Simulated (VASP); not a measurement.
CoO, 2 atoms in the cell. It takes space group Pm-3m (No. 221, cubic). The conventional cell has a = 2.571 Å, b = 2.571 Å, c = 2.571 Å, α = 90.00°, β = 90.00°, γ = 90.00°. Co (site symmetry m-3m) has 8 O at 2.23 Å as nearest neighbours. O (site symmetry m-3m) has 8 Co at 2.23 Å as nearest neighbours. Measurements of this composition are mostly on another form, of space group No. 225.

```yaml
Program: VASP 6.6.1
Task: single point
Functional: LDA
Potentials_or_basis: VASP PAW LDA potentials, release 64 (Co, O)
Cutoff: 520 eV
k_mesh: 7 × 7 × 7
Occupations: gaussian, width 0.05 eV
Spin: collinear spin, ferromagnetic start
Starting_moments: "[2.0, 0.0] μB"
Fixed_moment: 3 μB
Hubbard_terms: Co d U = 4 eV
Further_INCAR_settings: ALGO = Normal; EDIFF = 1e-06
```

Potentials or basis: VASP PAW LDA potentials, release 64 (Co, O).

Run with:

```console
$ cat potpaw_LDA.64/Co/POTCAR potpaw_LDA.64/O/POTCAR > POTCAR
$ mpirun -np 1 vasp_std > vasp.out
```

Hardware: 1 thread of AMD EPYC 7R43 64-Core Processor (Zen 3), with other jobs on the host.

**Question.** Estimate the wall time of this run.

**Answer.** It took 11 s on 1 thread of AMD EPYC 7R43 64-Core Processor (Zen 3), with other jobs on the host, peak memory 0.09 GiB. Counts: scf iterations 15, k points 20.
